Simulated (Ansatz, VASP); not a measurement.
## MnO: VASP beside Ansatz

```xyz
2
Lattice="0.0000 2.2239 2.2239 2.2239 0.0000 2.2239 2.2239 2.2239 0.0000" Properties=species:S:1:pos:R:3 pbc="T T T"
Mn    0.0000    0.0000    0.0000
O     2.2239    2.2239    2.2239
```

Alike in both runs: functional PBEsol; k mesh 10 × 10 × 10; occupations fermi-dirac, width 0.05 eV; collinear spin; Hubbard terms Mn d U = 2.0 eV.

|  | VASP | Ansatz |
| --- | --- | --- |
| version | VASP 6.6.1 | Ansatz 0.2.0 |
| potentials or method | VASP PAW PBE potentials, release 64 (Mn_pv, O), cutoff 520 eV | all-electron LAPW, scalar-relativistic |
| task | single point | density of states |

|  | VASP | Ansatz | Ansatz less VASP |
| --- | --- | --- | --- |
| gap on the k mesh at the Fermi level (eV) | none | none | - |
| pressure (GPa) | -0.3 | 0.4 | +0.76 |
| net moment per atom (μB) | 2.50 | 2.50 | +0.001 |
| size of the moment on the site where the two differ most (μB) | 0.19 | 0.22 | +0.033 |

Site moments also hang on the region over which each program counts them. The programs project onto different local orbitals, so the same U acts differently. A gap of «none» marks a metal or a gap that the smearing closes. Ansatz ran all-electron here, so the differences hold the error of VASP's frozen core and of both bases.

Caveats: a cell with one magnetic atom can't hold antiferromagnetic order, which such compounds often take; the PAW data sets were made with another functional, which shifts forces and pressure a little (VASP); the magnetic state may not be the lowest (Ansatz); U is the effective U less J, on atomic orbitals that reach past the spheres (Ansatz); the density of states is complete only up to the lowest level of the last band computed (Ansatz). The state reached can hang on the start; a lower one may exist.
